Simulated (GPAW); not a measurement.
# ZnS (F-43m) in GPAW: further runs

One crystal, ZnS, is run at these levels: PBE, vdW-DF, OLYP+D4, SCAN, RPBE+D4; tasks: equation of state, band structure.

Everything below comes from runs of GPAW 26.7.0. Logs are shortened: lines on timing, memory, paths and dates and some standing lists are left out, and cuts for length are marked. The log counts tension as positive stress, the text compression.

**What was measured.**

From “Electronic, vibrational, and thermodynamic properties of ZnS (zincblende and rocksalt structure)”, 2009, arxiv:0911.5022, for a bulk crystal of ZnS: band gap 3.85 eV (direct) at 19 K; bulk modulus 76.9 GPa.

The results are compared with them further down.

**1. The crystal as given**

It takes space group F-43m (No. 216, cubic). Conventional cell: a = 5.404 Å, b = 5.404 Å, c = 5.404 Å, α = 90.00°, β = 90.00°, γ = 90.00°. Zn (site symmetry -43m) has 4 S at 2.34 Å as nearest neighbours. Around S (site symmetry -43m) lie 4 Zn at 2.34 Å.

**2. Equation of state, PBE**

The input, run.py:

```python
from ase.eos import EquationOfState
from ase.io import Trajectory, read
from ase.units import GPa
from gpaw import GPAW

atoms = read('POSCAR')

traj = Trajectory('eos.traj', 'w')
volumes, energies = [], []
for x in [0.94, 0.96, 0.98, 1.0, 1.02, 1.04, 1.06]:
    a = atoms.copy()
    a.set_cell(atoms.cell * x**(1 / 3), scale_atoms=True)
    calc = GPAW(mode='lcao',
                h=0.18,
                basis='dz(dzp)',
                xc='PBE',
                kpts={'size': (7, 7, 7), 'gamma': True},
                occupations={'name': 'fermi-dirac', 'width': 0.05},
                convergence={'density': 1e-05, 'energy': 1e-05},
                maxiter=150,
                txt=f'eos-{x:.2f}.txt')
    a.calc = calc
    energies.append(a.get_potential_energy(force_consistent=True))
    volumes.append(a.get_volume())
    calc.write(f'eos-{x:.2f}.gpw')
    traj.write(a)
    print(f'{x:.2f} {volumes[-1]:10.4f} A^3 {energies[-1]:14.6f} eV', flush=True)

v0, e0, B = EquationOfState(volumes, energies, eos='birchmurnaghan').fit()
print(f'V0 = {v0:.4f} A^3, E0 = {e0:.6f} eV, B0 = {B / GPa:.2f} GPa')
```

The input, POSCAR:

```
ZnS
1.0
    0.0000000000      2.7020000000      2.7020000000
    2.7020000000      0.0000000000      2.7020000000
    2.7020000000      2.7020000000      0.0000000000
Zn S
1 1
Direct
    0.7500000000      0.7500000000      0.7500000000
    0.0000000000      0.0000000000      0.0000000000
```

Potentials or basis: GPAW PAW data sets (gpaw-data 1.2.1), lcao:dz(dzp).

The run is started by

```
$ OMP_NUM_THREADS=1 python run.py
```

The log of the run:

```text
__  _  _
 | _ |_)|_||  |
 |__||  | ||/\| - 26.7.0

Input parameters:
  mode=LCAO(),
  basis={'default': 'dz(dzp)'},
  convergence={'density': 1e-05, 'energy': 1e-05},
  h=0.18,
  kpts=MonkhorstPack(size=(7, 7, 7), gamma=True),
  maxiter=150,
  occupations=Occupations(name='fermi-dirac', width=0.05),
  xc=XC(name='PBE')

                    Zn

       S

Atoms  # Å, Bohr magnetons
|   | symbol |        x |        y |        z |    initial magnetic moments |
|---|--------|----------|----------|----------|-----------------------------|
| 0 |     Zn | 3.970262 | 3.970262 | 3.970262 | ( 0.0000,  0.0000,  0.0000) |
| 1 |      S | 0.000000 | 0.000000 | 0.000000 | ( 0.0000,  0.0000,  0.0000) |

Unit cell  # Å
| periodic |        x |        y |        z |  lengths |    angles |
|----------|----------|----------|----------|----------|-----------|
|      yes | 0.000000 | 2.646842 | 2.646842 | 3.743199 | 60.000000 |
|      yes | 2.646842 | 0.000000 | 2.646842 | 3.743199 | 60.000000 |
|      yes | 2.646842 | 2.646842 | 0.000000 | 3.743199 | 60.000000 |

Number of symmetries: 24
Symmetry operations  # r_c * U_cc + t_c -> r_c
|    | kind |            matrix            |
|----|------|------------------------------|
|  0 |  E   |  1, 0, 0,  0, 1, 0,  0, 0, 1 |
|  1 |  σ   |  1, 0, 0,  0, 0, 1,  0, 1, 0 |
|  2 |  σ   |  1, 0,-1,  0, 1,-1,  0, 0,-1 |
|  3 |  C3  |  1, 0,-1,  0, 0,-1,  0, 1,-1 |
|  4 |  C3  |  1,-1, 0,  0,-1, 1,  0,-1, 0 |
|  5 |  σ   |  1,-1, 0,  0,-1, 0,  0,-1, 1 |
|  6 |  σ   |  0, 1, 0,  1, 0, 0,  0, 0, 1 |
|  7 |  C3  |  0, 1, 0,  0, 0, 1,  1, 0, 0 |
|  8 |  C2  |  0, 1,-1,  1, 0,-1,  0, 0,-1 |
|  9 |  S4  |  0, 1,-1,  0, 0,-1,  1, 0,-1 |
| 10 |  C3  |  0, 0, 1,  1, 0, 0,  0, 1, 0 |
| 11 |  σ   |  0, 0, 1,  0, 1, 0,  1, 0, 0 |
| 12 |  S4  |  0, 0,-1,  1, 0,-1,  0, 1,-1 |
| 13 |  C3  |  0, 0,-1,  0, 1,-1,  1, 0,-1 |
| 14 |  S4  |  0,-1, 1,  1,-1, 0,  0,-1, 0 |
| 15 |  C2  |  0,-1, 1,  0,-1, 0,  1,-1, 0 |
| 16 |  C3  |  0,-1, 0,  1,-1, 0,  0,-1, 1 |
| 17 |  S4  |  0,-1, 0,  0,-1, 1,  1,-1, 0 |
| 18 |  S4  | -1, 1, 0, -1, 0, 1, -1, 0, 0 |
| 19 |  C3  | -1, 1, 0, -1, 0, 0, -1, 0, 1 |
| 20 |  C3  | -1, 0, 1, -1, 1, 0, -1, 0, 0 |
| 21 |  S4  | -1, 0, 1, -1, 0, 0, -1, 1, 0 |
| 22 |  σ   | -1, 0, 0, -1, 1, 0, -1, 0, 1 |
| 23 |  C2  | -1, 0, 0, -1, 0, 1, -1, 1, 0 |

BZ-sampling:
  Number of BZ points: 343
  Number of IBZ points: 20

  Monkhorst-Pack size: [7, 7, 7]
  Monkhorst-Pack shift: [0, 0, 0]

K-points  # in reciprocal-cell coordinates
|     |                                coordinates |     weight |
|-----|--------------------------------------------|------------|
|   0 | (  0.00000000,   0.00000000,   0.00000000) | 0.00291545 |
|   1 | (  0.14285714,   0.14285714,   0.00000000) | 0.01749271 |
|   2 | (  0.14285714,   0.14285714,   0.14285714) | 0.02332362 |
|   3 | (  0.28571429,   0.14285714,   0.14285714) | 0.03498542 |
|   4 | (  0.28571429,   0.28571429,   0.00000000) | 0.01749271 |
|   5 | (  0.28571429,   0.28571429,   0.14285714) | 0.06997085 |
|   6 | (  0.28571429,   0.28571429,   0.28571429) | 0.02332362 |
|   7 | (  0.42857143,  -0.28571429,  -0.28571429) | 0.03498542 |
|   8 | (  0.42857143,   0.28571429,  -0.42857143) | 0.13994169 |
|   9 | (  0.42857143,   0.28571429,  -0.28571429) | 0.06997085 |
| ... |                                            |            |
|  19 | (  0.42857143,   0.42857143,   0.42857143) | 0.02332362 |

basis functions: 26
Spin-components: 1 (collinear spins)
Bands:           13
Projectors:      11
Spin-degeneracy: 2
Datatype:        <class 'complex'>

Parallelization:
  kpt:    1
  domain: 1
  band:   1

Density:
  Valence electrons: 18.0
  Components: 1
  Grid points: [16 16 16]
  Charge: 0.0  # |e|

Potential:
  Grid points: [16 16 16]

species:
  Zn:
    name:    Zinc
    Z:       30.0
    valence: 12
    core:    18
    charge:  0.0  # [|e|]
    compensation charges:
      type: gauss
      rc: 0.37  # [Å]
      lmax: 2
    cutoffs:
      filter: 2.14  # [Å]
      core: 2.28  # [Å]
    projectors
    | kind |    occ | energy [eV] | rcut [Å] |
    |------|--------|-------------|----------|
    |   4s |  2.000 |      -5.977 |    1.286 |
    |   4p |  0.000 |      -1.117 |    1.270 |
    |   3d | 10.000 |     -10.142 |    1.180 |
    |    s |        |      21.234 |    1.286 |
    |    p |        |      26.095 |    1.270 |
    |    d |        |      17.070 |    1.180 |

[... 96 lines left out ...]
|  0 |  E   |  1, 0, 0,  0, 1, 0,  0, 0, 1 |
|  1 |  σ   |  1, 0, 0,  0, 0, 1,  0, 1, 0 |
|  2 |  σ   |  1, 0,-1,  0, 1,-1,  0, 0,-1 |
|  3 |  C3  |  1, 0,-1,  0, 0,-1,  0, 1,-1 |
|  4 |  C3  |  1,-1, 0,  0,-1, 1,  0,-1, 0 |
|  5 |  σ   |  1,-1, 0,  0,-1, 0,  0,-1, 1 |
|  6 |  σ   |  0, 1, 0,  1, 0, 0,  0, 0, 1 |
|  7 |  C3  |  0, 1, 0,  0, 0, 1,  1, 0, 0 |
|  8 |  C2  |  0, 1,-1,  1, 0,-1,  0, 0,-1 |
|  9 |  S4  |  0, 1,-1,  0, 0,-1,  1, 0,-1 |
| 10 |  C3  |  0, 0, 1,  1, 0, 0,  0, 1, 0 |
| 11 |  σ   |  0, 0, 1,  0, 1, 0,  1, 0, 0 |
| 12 |  S4  |  0, 0,-1,  1, 0,-1,  0, 1,-1 |
| 13 |  C3  |  0, 0,-1,  0, 1,-1,  1, 0,-1 |
| 14 |  S4  |  0,-1, 1,  1,-1, 0,  0,-1, 0 |
| 15 |  C2  |  0,-1, 1,  0,-1, 0,  1,-1, 0 |
| 16 |  C3  |  0,-1, 0,  1,-1, 0,  0,-1, 1 |
| 17 |  S4  |  0,-1, 0,  0,-1, 1,  1,-1, 0 |
| 18 |  S4  | -1, 1, 0, -1, 0, 1, -1, 0, 0 |
| 19 |  C3  | -1, 1, 0, -1, 0, 0, -1, 0, 1 |
| 20 |  C3  | -1, 0, 1, -1, 1, 0, -1, 0, 0 |
| 21 |  S4  | -1, 0, 1, -1, 0, 0, -1, 1, 0 |
| 22 |  σ   | -1, 0, 0, -1, 1, 0, -1, 0, 1 |
| 23 |  C2  | -1, 0, 0, -1, 0, 1, -1, 1, 0 |

BZ-sampling:
  Number of BZ points: 343
  Number of IBZ points: 20

  Monkhorst-Pack size: [7, 7, 7]
  Monkhorst-Pack shift: [0, 0, 0]

K-points  # in reciprocal-cell coordinates
|     |                                coordinates |     weight |
|-----|--------------------------------------------|------------|
|   0 | (  0.00000000,   0.00000000,   0.00000000) | 0.00291545 |
|   1 | (  0.14285714,   0.14285714,   0.00000000) | 0.01749271 |
|   2 | (  0.14285714,   0.14285714,   0.14285714) | 0.02332362 |
|   3 | (  0.28571429,   0.14285714,   0.14285714) | 0.03498542 |
|   4 | (  0.28571429,   0.28571429,   0.00000000) | 0.01749271 |
|   5 | (  0.28571429,   0.28571429,   0.14285714) | 0.06997085 |
|   6 | (  0.28571429,   0.28571429,   0.28571429) | 0.02332362 |
|   7 | (  0.42857143,  -0.28571429,  -0.28571429) | 0.03498542 |
|   8 | (  0.42857143,   0.28571429,  -0.42857143) | 0.13994169 |
|   9 | (  0.42857143,   0.28571429,  -0.28571429) | 0.06997085 |
| ... |                                            |            |
|  19 | (  0.42857143,   0.42857143,   0.42857143) | 0.02332362 |

basis functions: 26
Spin-components: 1 (collinear spins)
Bands:           13
Projectors:      11
Spin-degeneracy: 2
Datatype:        <class 'complex'>

Parallelization:
  kpt:    1
  domain: 1
  band:   1

Density:
  Valence electrons: 18.0
  Components: 1
  Grid points: [16 16 16]
  Charge: 0.0  # |e|

Potential:
  Grid points: [16 16 16]

species:
  Zn:
    name:    Zinc
    Z:       30.0
    valence: 12
    core:    18
    charge:  0.0  # [|e|]
    compensation charges:
      type: gauss
      rc: 0.37  # [Å]
      lmax: 2
    cutoffs:
      filter: 2.14  # [Å]
      core: 2.28  # [Å]
    projectors
    | kind |    occ | energy [eV] | rcut [Å] |
    |------|--------|-------------|----------|
    |   4s |  2.000 |      -5.977 |    1.286 |
    |   4p |  0.000 |      -1.117 |    1.270 |
    |   3d | 10.000 |     -10.142 |    1.180 |
    |    s |        |      21.234 |    1.286 |
    |    p |        |      26.095 |    1.270 |
    |    d |        |      17.070 |    1.180 |

    LCAO basis set for Zn:
      Name: dz(dzp)
      File: <dir>
      Number of radial functions: 6
      Number of spherical harmonics: 18
        l=0, rc=8.1562 Bohr: 4s-sz confined orbital
        l=1, rc=12.4062 Bohr: 4p-sz confined orbital
        l=2, rc=4.3594 Bohr: 3d-sz confined orbital
        l=0, rc=4.7188 Bohr: 4s-dz split-valence wave
        l=1, rc=7.4844 Bohr: 4p-dz split-valence wave
        l=2, rc=2.8125 Bohr: 3d-dz split-valence wave
      Number of RI-basis functions 0

  S:
    name:    Sulfur
    Z:       16.0
    valence: 6
    core:    10
    charge:  0.0  # [|e|]
    compensation charges:
      type: gauss
      rc: 0.24  # [Å]
      lmax: 2
    cutoffs:
      filter: 1.77  # [Å]
      core: 1.66  # [Å]
    projectors
    | kind |    occ | energy [eV] | rcut [Å] |
    |------|--------|-------------|----------|
    |   3s |  2.000 |     -17.254 |    0.974 |
    |   3p |  4.000 |      -7.008 |    0.979 |
    |    s |        |       9.957 |    0.974 |
    |    p |        |      20.203 |    0.979 |
    |    d |        |       0.000 |    0.900 |

    LCAO basis set for S:
      Name: dz(dzp)
      File: <dir>
      Number of radial functions: 4
      Number of spherical harmonics: 8
        l=0, rc=5.5156 Bohr: 3s-sz confined orbital
        l=1, rc=6.9375 Bohr: 3p-sz confined orbital
        l=0, rc=3.0469 Bohr: 3s-dz split-valence wave
        l=1, rc=3.9375 Bohr: 3p-dz split-valence wave
      Number of RI-basis functions 0

Reference energy: -59718.946550  # eV

eigensolver:
  <gpaw.new.lcao.eigensolver.LCAOEigensolver object>
density mixing:
  MSR1-Mixer
  Pratt-step length: 0.05
  Maximum mixing coefficient: 0.75
  Old densities: 10
  SVD Regularization: 0.005
  Good broyden scale: 1.0
  Trust region scale: 1.0
  Backstep threshold: 4.0
  History deletion threshold: 6.0
  Fourier metric: weight=20.0, sigma=0.015

occupation numbers:
  Fermi-Dirac:
    width: 0.0500  # eV

FastPoissonSolver using
    Stencil: 12*3+1=37 point O(h^6) finite-difference Laplacian
    FFT axes: [np.int64(0), np.int64(1), np.int64(2)]
    FST axes: []

xc functional:
  name: PBE with 2 nearest neighbor stencil
interpolation: tri-quintic # 5. degree polynomial

convergence criteria:
- Maximum integral of absolute [dens]ity change: 1e-05 electrons / valence electron
- Maximum [total energy] change in last 3 cyles: 1e-05 eV / valence electron
- Maximum integral of absolute [eigenst]ate change: 4e-08 eV^2 / valence electron
maximum number of iterations: 150

SCF iterations
|iter     | |      energy | eigst |  dens |
|---------|-|-------------|-------|-------|
|iter:   1| |   -5.965737 |      c|       |
|iter:   2| |   -5.939241 |      c| -1.42 |
|iter:   3| |   -5.878342 |      c| -1.46 |
|iter:   4| |   -5.882302 |      c| -1.98 |
|iter:   5| |   -5.882413 |      c| -2.56 |
|iter:   6| |   -5.882413c|      c| -3.60 |
|iter:   7| |   -5.882413c|      c| -4.23 |
|iter:   8| |   -5.882413c|      c| -5.40c|

Converged in 8 steps
Energy contributions relative to reference atoms: (reference = -59718.946550)

Energy contributions:
  Kinetic:          16.984202
  Coulomb:         -13.387298
  Zero:              0.183515
  External:          0.000000
  Xc:               -9.662832
  Entropy:          -0.000000
  Spinorbit:         0.000000
  ----------------------------
  Free energy:      -5.882413
  Extrapolated:     -5.882413

dipole moment: (-14.121028, -14.121028, -14.121028)  # |e|*Ang

Fermi level: 5.641
Eigenvalues  # (at kpt = [0.000, 0.000, 0.000])
| band index |      eig [eV] | occ [0-2] |
|------------|---------------|-----------|
|          0 |        -9.162 |     2.000 |
|          1 |        -1.970 |     2.000 |
|          2 |        -1.970 |     2.000 |
|          3 |        -1.970 |     2.000 |
|          4 |        -1.287 |     2.000 |
|          5 |        -1.287 |     2.000 |
|          6 |         4.479 |     2.000 |
|          7 |         4.479 |     2.000 |
|          8 |         4.480 |     2.000 |
|          9 |         6.877 |     0.000 |
|         10 |        11.996 |     0.000 |
|         11 |        11.997 |     0.000 |
|         12 |        11.997 |     0.000 |

Gap: 2.396 eV
Transition (v -> c):
  (s=0, k=0, n=8, [0.00, 0.00, 0.00]) -> (s=0, k=0, n=9, [0.00, 0.00, 0.00])
No difference between direct/indirect transitions
# Writing to eos-0.94.gpw (mode='')
```

Wall time 1.9 min (1 thread of Intel Xeon Platinum 8488C (Sapphire Rapids), shared host); peak memory 0.23 GiB.

The run converged, but some of its settings lie outside the range that counts as converged, so its numbers aren't taken as properties of the crystal.

What came out:

| Quantity | Value |
| --- | --- |
| Equilibrium volume | 20.22 Å³/atom |
| Bulk modulus | 79 GPa |
| Pressure derivative of the bulk modulus | 3.7 (rough: it moves with the points fitted) |

Caveat: the real-space grid adds noise to forces; the basis of atomic orbitals isn't converged, which shifts pressures, moduli and gaps.

**3. Band structure, vdW-DF**

The input, run.py:

```python
from ase.dft.bandgap import bandgap
from ase.io import read, write
from gpaw import GPAW, PW

atoms = read('POSCAR')

calc = GPAW(mode=PW(600),
            xc={'name': 'vdW-DF', 'backend': 'libvdwxc'},
            kpts={'size': (7, 7, 7), 'gamma': True},
            occupations={'name': 'fermi-dirac', 'width': 0.05},
            nbands=18,
            convergence={'density': 1e-05, 'energy': 1e-05},
            maxiter=150,
            txt='gpaw.txt')
atoms.calc = calc
energy = atoms.get_potential_energy()
forces = atoms.get_forces()
calc.write('gs.gpw')
write('result.traj', atoms)
print(f'Energy: {energy:.6f} eV')
print('Forces (eV/A):')
print(forces.round(4))
print('Fermi level:', round(calc.get_fermi_level(), 4), 'eV')
print(f'Gap: {bandgap(calc)[0]:.4f} eV, direct: {bandgap(calc, direct=True)[0]:.4f} eV')

path = atoms.cell.bandpath('GXWKGLUWLK,UX', npoints=60, eps=1e-4)
bs_calc = calc.fixed_density(kpts=path, symmetry='off', nbands=28,
                             convergence={'bands': 'CBM+6.0', 'eigenstates': 1e-6}, txt='bands.txt')
bs = bs_calc.band_structure()
bs.write('bs.json')
print(f'Gap on the path: {bandgap(bs_calc)[0]:.4f} eV')
```

POSCAR is that of step 2.

Potentials or basis: GPAW PAW data sets (gpaw-data 1.2.1), pw.

The run is started by

```
$ OMP_NUM_THREADS=1 python run.py
```

Wall time 30 s (1 thread of Intel Xeon Platinum 8488C (Sapphire Rapids), shared host); peak memory 0.24 GiB.

The run converged. Its results:

```yaml
Free_energy: -55.2858 eV
Band_gap_on_the_k_mesh: 2.31 eV, direct
Band_gap_along_the_path: 2.31 eV, direct
```

Levels at the corners of the path, in eV from the valence-band top:
```tsv
point	band 5	band 6	band 7	band 8	band 9	band 10	band 11	band 12	band 13
Γ	-5.98	-5.98	0.00	0.00	0.00	2.31	6.55	6.55	6.55
X	-5.90	-5.75	-4.50	-2.15	-2.15	3.62	4.22	11.12	12.07
W	-6.01	-5.58	-4.47	-2.66	-2.65	5.86	6.12	8.03	8.39
K	-5.94	-5.63	-4.51	-3.03	-1.75	4.31	6.08	9.52	9.86
Γ	-5.98	-5.98	0.00	0.00	0.00	2.31	6.55	6.55	6.55
L	-5.95	-5.77	-5.15	-0.84	-0.84	3.49	7.05	7.05	9.07
U	-5.94	-5.63	-4.51	-3.03	-1.75	4.31	6.08	9.52	9.86
W	-6.01	-5.58	-4.47	-2.66	-2.65	5.86	6.12	8.03	8.39
L	-5.95	-5.77	-5.15	-0.84	-0.84	3.49	7.05	7.05	9.07
K	-5.94	-5.63	-4.51	-3.03	-1.75	4.31	6.08	9.52	9.86
U	-5.94	-5.63	-4.51	-3.03	-1.75	4.31	6.08	9.52	9.86
X	-5.90	-5.75	-4.50	-2.15	-2.15	3.62	4.22	11.12	12.07
```

Caveat: the PAW data sets were made with another functional, which shifts forces and pressure a little.

**4. Equation of state, OLYP+D4**

The input, run.py:

```python
from ase.calculators.mixing import SumCalculator
from ase.eos import EquationOfState
from ase.io import Trajectory
from ase.spacegroup import crystal
from ase.units import GPa
from dftd4.ase import DFTD4
from gpaw import GPAW, PW, setup_paths

setup_paths.insert(0, '.')

# Zn 4c
# S 4a
atoms = crystal(['Zn', 'S'],
                basis=[[0.25, 0.25, 0.25],
                       [0.0, 0.0, 0.0]],
                spacegroup=216, setting=1,  # F-43m
                cellpar=[5.404, 5.404, 5.404, 90.0, 90.0, 90.0],
                primitive_cell=True)

traj = Trajectory('eos.traj', 'w')
volumes, energies = [], []
for x in [0.94, 0.96, 0.98, 1.0, 1.02, 1.04, 1.06]:
    a = atoms.copy()
    a.set_cell(atoms.cell * x**(1 / 3), scale_atoms=True)
    calc = GPAW(mode=PW(600),
                xc='GGA_X_OPTX+GGA_C_LYP',
                kpts={'size': (7, 7, 7), 'gamma': True},
                occupations={'name': 'fermi-dirac', 'width': 0.05},
                nbands=18,
                convergence={'density': 1e-05, 'energy': 1e-05},
                eigensolver='davidson',
                maxiter=150,
                txt=f'eos-{x:.2f}.txt')
    a.calc = SumCalculator([calc, DFTD4(method='olyp')])
    energies.append(a.get_potential_energy())
    volumes.append(a.get_volume())
    p = -a.get_stress()[:3].mean() / GPa
    calc.write(f'eos-{x:.2f}.gpw')
    traj.write(a)
    print(f'{x:.2f} {volumes[-1]:10.4f} A^3 {energies[-1]:14.6f} eV {p:9.3f} GPa', flush=True)

v0, e0, B = EquationOfState(volumes, energies, eos='birchmurnaghan').fit()
print(f'V0 = {v0:.4f} A^3, E0 = {e0:.6f} eV, B0 = {B / GPa:.2f} GPa')
```

Potentials or basis: PAW data sets generated in the run's folder for this functional, pw.

The run is started by

```
$ gpaw-setup -f GGA_X_OPTX+GGA_C_LYP S Zn
$ OMP_NUM_THREADS=1 python run.py
```

It took 60 s on 1 thread of Intel Xeon Platinum 8488C (Sapphire Rapids), shared host; peak memory 0.23 GiB.

Results (log left out):

```yaml
Equilibrium_volume: 18.99 Å³/atom
Bulk_modulus: 75 GPa
Pressure_derivative_of_the_bulk_modulus: 4.4
```

Energy against volume, from the lowest point:
```
volume (Å³/atom)  energy (meV/atom)
          18.543               2.53
          18.938               0.00
          19.332               1.39
          19.727               6.26
          20.121              14.30
          20.516              25.13
          20.910              38.45
```

(Part 1 of 2 ends here.)
